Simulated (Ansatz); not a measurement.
# YbHg3B2 at fixed geometry

One self-consistent run on YbHg3B2 (a borrowed structure type, volume estimated), nothing relaxed, to see whether it is a metal or has a gap, how the charge is shared and how far the cell is from equilibrium.

All numbers below are computed with Ansatz 0.2.0 (DFT, PBE, no spin polarisation, plane waves, PAW).

### 1 The system as given

Symmetry: P6/mmm, No. 191, hexagonal system. Conventional cell: a = 5.943 Å, b = 5.943 Å, c = 3.600 Å, α = 90.00°, β = 90.00°, γ = 120.00°. Hg (site symmetry mmm) is surrounded by 4 B at 2.49 Å. Yb (site symmetry 6/mmm) is surrounded by 6 B at 3.43 Å and 12 Hg at 3.47 Å and 2 Yb at 3.60 Å. B (site symmetry -6m2) is surrounded by 6 Hg at 2.49 Å and 3 Yb at 3.43 Å.

In its conventional cell, by symmetry (the run takes the cell typed in the input):

```cif
data_structure
_symmetry_space_group_name_H-M 'P6/mmm'
_symmetry_Int_Tables_number 191
_cell_length_a 5.9430
_cell_length_b 5.9430
_cell_length_c 3.6004
_cell_angle_alpha 90.000
_cell_angle_beta 90.000
_cell_angle_gamma 120.000
_cell_volume 110.13
loop_
_atom_site_label
_atom_site_type_symbol
_atom_site_symmetry_multiplicity
_atom_site_Wyckoff_symbol
_atom_site_fract_x
_atom_site_fract_y
_atom_site_fract_z
_atom_site_occupancy
Hg1 Hg 3 g 0.50000 0.00000 0.50000 1
Yb1 Yb 1 a 0.00000 0.00000 0.00000 1
B1 B 2 c 0.33333 0.66667 0.00000 1
```

It is a restart: the density comes from an earlier run on this cell.

### 2 The calculation

Contents of input.yaml:

```yaml
crystal:
  lattice:
    - [5.943027, 0.0, 0.0]
    - [-2.971514, 5.146816, 0.0]
    - [0.0, 0.0, 3.60039]
  atoms:
    - { symbol: Hg, position: [0.5, 0.0, 0.5] }
    - { symbol: Hg, position: [0.5, 0.5, 0.5] }
    - { symbol: Hg, position: [0.0, 0.5, 0.5] }
    - { symbol: Yb, position: [0.0, 0.0, 0.0] }
    - { symbol: B, position: [0.3333, 0.6667, 0.0] }
    - { symbol: B, position: [0.6666, 0.3333, 0.0] }
kpoints:
  mp_grid: { grid: [5, 5, 7], shift: [0, 0, 0] }
  band_path:
    path:
      - [0.0, 0.0, 0.0]
      - [0.49999987, 1.8e-07, 0.0]
      - [0.33333324, 0.3333336, 0.0]
      - [0.0, 0.0, 0.0]
      - [0.0, 0.0, 0.5]
      - [0.49999987, 1.8e-07, 0.5]
      - [0.33333324, 0.3333336, 0.5]
      - [0.0, 0.0, 0.5]
      - [0.49999987, 1.8e-07, 0.5]
      - [0.49999987, 1.8e-07, 0.0]
      - [0.33333324, 0.3333336, 0.5]
    npoints: 6
magnetization:
  spin_polarized: false
scf:
  occupations: { method: fermi_dirac }
  lower_state_search: "off"
  max_iter: 200
hamiltonian:
  pseudopotentials: { kind: paw }
  xc: pbe
basis:
  ecutwfc: 420
  fft_grid_basis: typed
output:
  forces: true
  stress: true
  eigenvalues: true
  bader: true
  populations: true
  elf: true
  write_potential: true
  volumetric_format: npy
  dos:
    e_range: [-12, 8]
    de: 0.05
    projected: { site_lists: { B: [B], Hg: [Hg], Yb: [Yb] } }
checkpoint:
  read: saved_state
```

**Question.** What will these runs give? Wanted: largest force; pressure; character; Bader charges.

The runs gave:

| quantity | value |
| --- | --- |
| largest force | 0.001 eV/Å |
| pressure | 1.2 GPa |
| formation energy (elements from separate runs) | 0.76 eV/atom |
| character | metal |
| density of states, mean within 0.25 eV of the Fermi level | 2.9 per eV per cell |
| Bader charges | Hg -0.28, Yb +1.30, B -0.24 e |

In words: It is a metal; within 0.25 eV of the Fermi level the density of states averages 2.9 per eV per cell, mostly B p (37 %), Yb d (22 %) and Yb f (13 %). At 1.2 GPa the cell is compressed and would expand, and unequal principal stresses would change its shape. Set against separate runs on the elements (alpha-Hg (rhombohedral), Yb fcc, alpha-rhombohedral (B12)), it forms at 0.76 eV per atom, so at this geometry it is not bound against them. By Bader's partition Yb gives up most (+1.30 e) and Hg takes most (-0.28 e).

Caveats: no spin polarisation, so a magnetic state may lie lower.
